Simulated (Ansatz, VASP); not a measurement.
## Cross-check of PbSe (Clausthalite) between VASP and Ansatz

One calculation is typed for both programs; each brings its own data sets and cutoff. How far apart do they land? The cell is taken from a series of VASP runs on this material, whose earlier steps may have relaxed, scaled or displaced it; both programs get it as it stands.

Calculated with Ansatz 0.2.0; plane waves, with VASP 6.6.1 beside it; relaxation of cell and atoms at LDA.

## 1. The starting structure

Symmetry: Fm-3m, No. 225, cubic system. The conventional cell has a = 6.040 Å, b = 6.040 Å, c = 6.040 Å, α = 90.00°, β = 90.00°, γ = 90.00°. Nearest to Pb lie 6 Se at 3.02 Å. Nearest to Se lie 6 Pb at 3.02 Å. Farther neighbours and most contacts between anions are not listed.

## 2. Ansatz: relaxation of cell and atoms, LDA

Ansatz runs on its default PAW (the set named soft_2) files.

The relaxed volume is the usual yardstick between codes: its relative difference is about their pressure difference at one cell divided by the bulk modulus.

input.yaml reads:

```yaml
crystal:
  lattice:
    - [0.0, 3.0198736564, 3.0198736564]
    - [3.0198736564, 0.0, 3.0198736564]
    - [3.0198736564, 3.0198736564, 0.0]
  atoms:
    - { symbol: Pb, position: [0.0, 0.0, 0.0] }
    - { symbol: Se, position: [0.5, 0.5, 0.5] }
hamiltonian:
  xc: lda
  pseudopotentials: { kind: paw }
kpoints:
  mp_grid: { grid: [6, 6, 6] }
scf:
  occupations: { method: gaussian, width: 0.03 }
relax:
  f_tol: 0.01
  max_steps: 60
  cell: { stress_tol: 0.05 }
output:
  forces: true
  stress: true
```

Run with:

```
> ansatz run input.yaml --threads 4 --pin off --max-ram 9216MiB --backend cpu --events-out ev --progress --plain --runs-dir out
```

Numbers of over 12 decimals in the logs are rounded to 6 here.

The log of the run:

```text
Engine: ansatz 0.2.0, aarch64-unknown-linux-gnu
Pseudopotentials: kind: paw
Pseudopotential: Pb, paw, valence charge 14, recommended cutoff 420 eV (normal), Pb.paw.azcp
Pseudopotential: Se, paw, valence charge 16, recommended cutoff 420 eV (normal), Se.paw.azcp
Functional definition: SPW92
  exchange = slater_x
  correlation = pw_c
Crystal: 2 atoms, lattice volume = 55.080 Å³
Basis set: ecut = 420 eV, 1067 PW (Γ)
Bands: 19, of which v1, the nominal top of the filled ones, is band 15 counted from 1 (14 counted from 0)
Symmetry: 48 space group operations
Space group: Fm-3m (ITA 225), of the structure as read, at distance tolerance 3.8e-5 Å
k-points: 16 of 216
Non-local potential: Pb, projectors of the file, l = 0: 2, l = 1: 2, l = 2: 2, l = 3: 2
Non-local potential: Se, projectors of the file, l = 0: 2, l = 1: 2, l = 2: 3, l = 3: 1
PAW form: soft (Blöchl's): semilocal exchange-correlation on the pseudo side does not see the compensation charge
PAW frozen core: Pb, regenerated for the run's functional, and the local potential with it (the file was generated under x = pbe(κ = 0.804, μ = 0.219515), c = pbe(β = 0.066725))
PAW frozen core: Se, regenerated for the run's functional, and the local potential with it (the file was generated under x = pbe(κ = 0.804, μ = 0.219515), c = pbe(β = 0.066725))
PAW one-centre angular grid: Pb, 590 points (default); XC on 64 Gauss nodes
PAW one-centre angular grid: Se, 590 points (default); XC on 64 Gauss nodes
Initial density: superposition of atomic densities (neutral atoms: chi_scale 0, normalization atom), corrected by the library's trained network
Initial wavefunctions: pseudopotential atomic-orbital guess
Functional: x = slater, c = lda
SCF iter   1: F=—  HF=-16986.665570 eV  |F-HF|=—  |Δ(HF+E_count)|=         —  Δρ=4.34e-3  dr2=7.91e-3  ethr=1.77e-3  ⟨swp⟩=6.1  Hψ=1463  notcnv=0
preconditioner: auto → LDOS  [metal: Δε(μ)=0.026 eV  Ē_g=15.322 eV  σ=0.030 eV  W_gap=0.46  n_scr=14 (ndim 8)  ℏωp=22.4 eV  f_vac=0.016  D(μ)=1.16/eV (n_scr^D=8)  β→1.0]
SCF iter   2: F=—  HF=-16986.662417 eV  |F-HF|=—  |Δ(HF+E_count)|=   3.15e-3  Δρ=1.47e-3  dr2=1.22e-3  ethr=2.64e-5  ⟨swp⟩=2.0  Hψ=656  notcnv=0
preconditioner: auto → none  [insulator: Δε(μ)=0.051 eV  Ē_g=15.372 eV  σ=0.030 eV  W_gap=0.77  n_scr=14 (ndim 8)  ℏωp=22.4 eV  f_vac=0.016  D(μ)=0.68/eV (n_scr^D=0)  ε∞_Penn≈3.1  β→0.5]
SCF iter   3: F=—  HF=-16986.661880 eV  |F-HF|=—  |Δ(HF+E_count)|=   5.37e-4  Δρ=7.59e-4  dr2=3.88e-4  ethr=4.08e-6  ⟨swp⟩=2.1  Hψ=542  notcnv=0
SCF iter   4: F=—  HF=-16986.661757 eV  |F-HF|=—  |Δ(HF+E_count)|=   1.23e-4  Δρ=1.57e-4  dr2=9.81e-6  ethr=1.29e-6  ⟨swp⟩=2.6  Hψ=439  notcnv=0
SCF iter   5: F=—  HF=-16986.661759 eV  |F-HF|=—  |Δ(HF+E_count)|=   2.86e-6  Δρ=3.27e-5  dr2=2.76e-7  ethr=3.27e-8  ⟨swp⟩=2.4  Hψ=536  notcnv=0
SCF iter   6: F=-16986.661760 eV  HF=-16986.661760 eV  |F-HF|=3.12e-9  |Δ(HF+E_count)|=   1.72e-7  Δρ=5.99e-6  dr2=9.40e-9  ethr=3.33e-10  ⟨swp⟩=4.0  Hψ=1055  notcnv=0
SCF 1 converged in 6 iterations: F = -16986.661760 eV  dr2 = 9.40e-9
  greatest PAW one-centre occupation: 1.000 electrons in one spin orbital (limit 2), on the Se atom at site 1 (counted from 0), in its partial waves of l = 2
relax step   1: F+E_penalty+E_count = -16986.66175966 eV  Δ(F+E_penalty+E_count) = +0.000e0 eV  max|allowed force component| = 1.032e-29 eV/Å  Δτ_max = 0.0000 Å  P = -0.053 GPa  Ω = 55.080 Å³  (6 SCF iters, dr2 threshold 1.00e-7 eV, accepted)
[...]
relax step   2: F+E_penalty+E_count = -16986.66177935 eV  Δ(F+E_penalty+E_count) = -1.969e-5 eV  max|allowed force component| = 4.536e-30 eV/Å  Δτ_max = 0.0000 Å  P = +0.023 GPa  Ω = 54.999 Å³  energy of the carried Pulay correction = +1.214e-5 eV  (4 SCF iters, dr2 threshold 7.03e-9 eV, accepted)
[...]
relax step   3: F+E_penalty+E_count = -16986.66177510 eV  Δ(F+E_penalty+E_count) = +4.250e-6 eV  max|allowed force component| = 5.029e-30 eV/Å  Δτ_max = 0.0000 Å  P = +0.023 GPa  Ω = 54.999 Å³  stress off target by 2.34e-2 GPa  SCF on the basis re-selected at this cell (its energy is not comparable with the rows above)  (4 SCF iters)
basis re-selected at this cell: Δ(F+E_penalty+E_count) = +4.250e-6 eV, ΔP = +0.000 GPa vs the last step (what re-selecting the basis moved, of the pressure what is left beyond the Pulay correction that the steps carried, after the strain that the cell walked since its last selection, with what the two solves' SCF thresholds leave and, on support functions, any second-order correction that the steps lacked; it is no m [...]
SCF converged after 4 iterations
Free energy (F): -16986.661775 eV
Harris-Foulkes:  -16986.661775 eV  (|F-HF|=1.82e-11)
Internal energy: -16986.661407 eV  (E = F + TS)
E sigma→0 (E₀):  -16986.661591 eV
Entropy (-TS):   -0.000368 eV (-0.184 meV/atom)
Fermi energy:    9.411096 eV
--- Per-component energies (eV) ---
  E_band       = -420.396329
  E_kinetic    = 408.222056
  E_local      = -3472.661281  (includes V_loc(G=0)·N_el)
  E_nonlocal   = -235.211621
  E_hartree    = 1616.167040
  E_xc         = -323.906261
  E_vxc        = -233.387215  (∫ρ·V_xc dr)
  E_paw        = -11927.528969  (= ΣΔE_a)
  E_vpaw       = -119.691644  (= ΣTr[D̂ρ^β])
  E_aug_tail   = -0.000515  (compensation charges beyond the density's cutoff)
  E_ewald      = -3053.881506
  E_core_change = 2.139649  (= ΣΔE_core)
  E_smearing   = -0.000368  (= −TS)
  E_closure    = 0.000000  (closes the sum)
  Σ components = -16986.661775   (vs F -16986.661775, Δ=0.00e0)
--- Forces (eV/Å), atoms counted from 1 ---
  atom   1  Pb    -0.00000000    -0.00000000     0.00000000
  atom   2  Se     0.00000000    -0.00000000     0.00000000
  max |Σ_I F_I| component: 1.20e-29 eV/Å
--- Stress (GPa, compression-positive) ---
        0.023368      -0.000000      -0.000000
       -0.000000       0.023368      -0.000000
       -0.000000      -0.000000       0.023368
  P = ⅓ Tr σ = 0.0234 GPa (0.234 kbar)
--- Relaxed structure (2 steps of the walk, 2 accepted, 1 SCFs on fresh bases) ---
  F+E_penalty+E_count = -16986.66177510 eV   max|allowed force component| = 5.029e-30 eV/Å   (the final SCF, on the basis selected at the relaxed cell)
  cell:  # Å, volume = 54.9987 Å³
    - [0, 3.018382, 3.018382]
    - [3.018382, 0, 3.018382]
    - [3.018382, 3.018382, 0]
  atoms:
    - { symbol: Pb, position: [0, 0, 0] }
    - { symbol: Se, position: [0.5, 0.5, 0.5] }
```

It took 0.85 s on 4 threads of Arm Neoverse V2, shared host; peak memory 0.4 GiB.

## 3. VASP: relaxation of cell and atoms, LDA

The same cell, functional (in two slightly different forms), mesh and smearing now go to VASP, with its own data sets and cutoff.

Lines of VASP's logs that name or quote its potential files are left out, and so is its time.

INCAR reads:

```
SYSTEM = PbSe
PREC = Accurate
ENCUT = 450
EDIFF = 1E-06
NELM = 100
ISMEAR = 0
SIGMA = 0.03
LREAL = .FALSE.
ALGO = Normal
GGA = CA
NBANDS = 16
LORBIT = 11
LWAVE = .FALSE.
LCHARG = .FALSE.
KPAR = 4
IBRION = 2
NSW = 50
ISIF = 3
EDIFFG = -0.006
```

POSCAR reads:

```
PbSe
1.0
    0.0000000000      3.0198736564      3.0198736564
    3.0198736564      0.0000000000      3.0198736564
    3.0198736564      3.0198736564      0.0000000000
Pb Se
1 1
Direct
    0.0000000000      0.0000000000      0.0000000000
    0.5000000000      0.5000000000      0.5000000000
```

KPOINTS reads:

```
Automatic mesh
0
Gamma
6 6 6
0 0 0
```

Potentials, in the order of the species: Pb_d and Se (LDA family, release 64).

Run with:

```
> mpirun -np 4 vasp_std
```

The log of the run:

```text
[banner, memory and clock lines left out]
running    4 mpi-ranks, on    1 nodes
 distrk:  each k-point on    1 cores,    4 groups
 distr:  one band on    1 cores,    1 groups

 POSCAR found type information on POSCAR PbSe
 POSCAR found :  2 types and       2 ions
 LDA part: xc-table for (Slater(with rela. corr.)+CA(PZ))
 , standard interpolation
 POSCAR, INCAR and KPOINTS ok, starting setup
 FFT: planning ... GRIDC
 FFT: planning ... GRID_SOFT
 FFT: planning ... GRID
 WAVECAR not read
 entering main loop
       N       E                     dE             d eps       ncg     rms          rms(c)
DAV:   1     0.148469757659E+03    0.14847E+03   -0.90150E+03   520   0.118E+03
DAV:   2     0.956742612561E-01   -0.14837E+03   -0.14427E+03   544   0.307E+02
DAV:   3    -0.951946901934E+01   -0.96151E+01   -0.95848E+01   688   0.835E+01
DAV:   4    -0.971774861377E+01   -0.19828E+00   -0.19825E+00   600   0.148E+01
DAV:   5    -0.972508333602E+01   -0.73347E-02   -0.73346E-02   760   0.237E+00    0.289E+00
DAV:   6    -0.947403744420E+01    0.25105E+00   -0.65514E-01   768   0.610E+00    0.171E+00
DAV:   7    -0.946458754318E+01    0.94499E-02   -0.88630E-02   672   0.153E+00    0.904E-01
DAV:   8    -0.946336113997E+01    0.12264E-02   -0.10849E-02   664   0.104E+00    0.148E-01
DAV:   9    -0.946282015997E+01    0.54098E-03   -0.32381E-03   760   0.468E-01    0.394E-02
DAV:  10    -0.946281901255E+01    0.11474E-05   -0.19422E-04   672   0.875E-02    0.127E-02
DAV:  11    -0.946282073178E+01   -0.17192E-05   -0.11330E-05   688   0.223E-02    0.558E-03
DAV:  12    -0.946282077521E+01   -0.43429E-07   -0.19333E-06   424   0.127E-02
   1 F= -.94628208E+01 E0= -.94625643E+01  d E =-.946282E+01
 curvature:   0.00 expect dE= 0.000E+00 dE for cont linesearch  0.000E+00
 trial: gam= 0.00000 g(F)=  0.103E-61 g(S)=  0.189E-04 ort = 0.000E+00 (trialstep = 0.100E+01)
 search vector abs. value=  0.189E-04
 bond charge predicted
       N       E                     dE             d eps       ncg     rms          rms(c)
DAV:   1    -0.946309715077E+01   -0.27642E-03   -0.76965E-03   632   0.147E+00    0.897E-02
DAV:   2    -0.946286606928E+01    0.23108E-03   -0.46252E-04   680   0.367E-01    0.308E-02
DAV:   3    -0.946283125872E+01    0.34811E-04   -0.14125E-04   664   0.195E-01    0.598E-03
DAV:   4    -0.946283133158E+01   -0.72854E-07   -0.33982E-06   560   0.154E-02
   2 F= -.94628313E+01 E0= -.94625916E+01  d E =-.105564E-04
 trial-energy change:   -0.000011  1 .order   -0.000015   -0.000019   -0.000012
 step:   2.6488(harm=  2.6488)  dis= 0.00000  next Energy=    -9.462846 (dE=-0.250E-04)
 reached required accuracy - stopping structural energy minimisation
```

OUTCAR, selected parts (step 3):

```text
ion  position               nearest neighbor table
   1  0.000  0.000  0.000-   2 3.02   2 3.02   2 3.02   2 3.02   2 3.02   2 3.02
   2  0.500  0.500  0.500-   1 3.02   1 3.02   1 3.02   1 3.02   1 3.02   1 3.02

  LATTYP: Found a face centered cubic cell.
 ALAT       =     6.0397473128

 Subroutine GETGRP returns: Found 48 space group operations
 (whereof 48 operations were pure point group operations)

The static configuration has the point symmetry O_h .

 Found     16 irreducible k-points:

   k-points           NKPTS =     16   k-points in BZ     NKDIM =     16   number of bands    NBANDS=     16

   dimension x,y,z NGX =    30 NGY =   30 NGZ =   30
   dimension x,y,z NGXF=    60 NGYF=   60 NGZF=   60

   ENCUT  =  450.0 eV  33.07 Ry    5.75 a.u.   7.39  7.39  7.39*2*pi/ulx,y,z

   NELECT =      20.0000    total number of electrons

 k-points in reciprocal lattice and weights: Automatic mesh
   0.00000000  0.00000000  0.00000000       0.005
   0.16666667  0.00000000  0.00000000       0.037
   0.33333333  0.00000000  0.00000000       0.037
   0.50000000  0.00000000  0.00000000       0.019
   0.16666667  0.16666667  0.00000000       0.028
   0.33333333  0.16666667  0.00000000       0.111
   0.50000000  0.16666667  0.00000000       0.111
  -0.33333333  0.16666667  0.00000000       0.111
  -0.16666667  0.16666667  0.00000000       0.056
[...]
-0.33333333  0.33333333  0.16666667       0.111
  -0.33333333  0.50000000  0.16666667       0.056

 average (electrostatic) potential at core
       1 -91.9245       2 -58.8215

 E-fermi :   5.4574

 k-point     1 :       0.0000    0.0000    0.0000
  band No.  band energies     occupation
    ...
      6      -8.5518      2.00000
      7      -0.9130      2.00000
      8       3.3542      2.00000
      9       3.3542      2.00000
     10       3.3542      2.00000
     11      10.0951      0.00000
     12      10.0951      0.00000
     13      10.0951      0.00000
     14      11.7998      0.00000
     15      11.7998      0.00000
    ...

 k-point     2 :       0.1667    0.0000    0.0000
  band No.  band energies     occupation
    ...
      6      -8.3285      2.00000
      7      -1.6521      2.00000
      8       3.4340      2.00000
      9       3.4340      2.00000
     10       3.8642      2.00000
     11       8.4508      0.00000
     12       8.9879      0.00000
     13       8.9879      0.00000
     14      11.5647      0.00000
     15      12.3981      0.00000
    ...

 k-point     3 :       0.3333    0.0000    0.0000
  band No.  band energies     occupation
    ...
      6      -7.7677      2.00000
      7      -2.9828      2.00000
      8       3.6510      2.00000
      9       3.6510      2.00000
     10       4.6650      2.00000
     11       6.6301      0.00000
     12       7.5434      0.00000
     13       7.5434      0.00000
     14      12.3589      0.00000
     15      13.8855      0.00000
    ...

  Total        0.0100626      0.0100626      0.0100626      0.0000000      0.0000000      0.0000000
  in kB        0.2923598      0.2923598      0.2923598      0.0000000      0.0000000      0.0000000
  external PRESSURE =       0.2923598 kB  Pullay stress =       0.0000000 kB

  energy-cutoff  :      450.00
  volume of cell :       55.14
      direct lattice vectors                 reciprocal lattice vectors
     0.000000000  3.021051225  3.021051225    -0.165505304  0.165505304  0.165505304
     3.021051225 -0.000000000  3.021051225     0.165505304 -0.165505304  0.165505304
     3.021051225  3.021051225  0.000000000     0.165505304  0.165505304 -0.165505304

 POSITION                                       TOTAL-FORCE (eV/Angst)
 -----------------------------------------------------------------------------------
      6.04210      3.02105      3.02105         0.000000      0.000000     -0.000000
      3.02105      3.02105      3.02105         0.000000      0.000000      0.000000
 -----------------------------------------------------------------------------------
    total drift:                                0.000000      0.000000      0.000000

  FREE ENERGIE OF THE ION-ELECTRON SYSTEM (eV)
  ---------------------------------------------------
  free  energy   TOTEN  =        -9.4628313316 eV

  energy  without entropy=       -9.4623518606  energy(sigma->0) =       -9.46259160

 reached required accuracy - stopping structural energy minimisation

 total charge
# of ion       s       p       d       tot
------------------------------------------
    1        1.467   0.580   9.839  11.886
    2        1.476   2.326   0.021   3.822
--------------------------------------------------
tot          2.943   2.906   9.859  15.708

[... 3 further parts left out ...]
```

The gap is under twice the smearing width, so the edge states are partly filled and the run can't tell a small gap from a semimetal.

## 4. Side by side

Known differences besides the potentials themselves: the two LDA forms differ slightly; both relaxations stop at a tolerance, which leaves soft axes loose, and VASP keeps its plane-wave basis; the data sets hold 30 valence electrons in Ansatz (default PAW (the set named soft_2) files) and 20 in VASP; the cutoff is 420 eV in Ansatz and 450 eV in VASP; VASP's log shows a relativistic correction to its local exchange, Ansatz's none; Ansatz adds a Pulay correction to the stress that steers its cell, VASP none. Total energies have different zeros and are not compared.

The two programs side by side:

```csv
quantity,Ansatz,VASP,difference
volume (Å³),55.00,55.14,-0.26 %
"edge a after relaxation, in the typed setting (Å)",4.269,4.272,-0.09 %
```

The walks stopped with 0.02 GPa left in Ansatz and 0.03 GPa in VASP; each walk ends within a tolerance, so the volume difference is uncertain by about these residues over the bulk modulus, most in soft cells.

## 5. Summary of results

```
difference in volume (relaxation of cell and atoms, LDA) : -0.26 %
```

What this shows: The difference in volume is -0.26 % (relaxation of cell and atoms, LDA), within the 1.2 % picked in this series as the mark of a large difference, as far as the stopping tolerances let one tell. How closely two codes agree says nothing of how well the functional describes the real material.

[Lines on the potential files, build, host, timing and source positions are cut from VASP's logs without a mark.]

[Logs are printed without paths, hosts, clocks, repeated set-up lines and the standing remarks that a program may print on its own settings, such as how far it seeks lower states.]

[Hosts, paths, dates, database ids (printed as entryN), source tags and the programs' standing remarks are cut or masked in the printed files.]
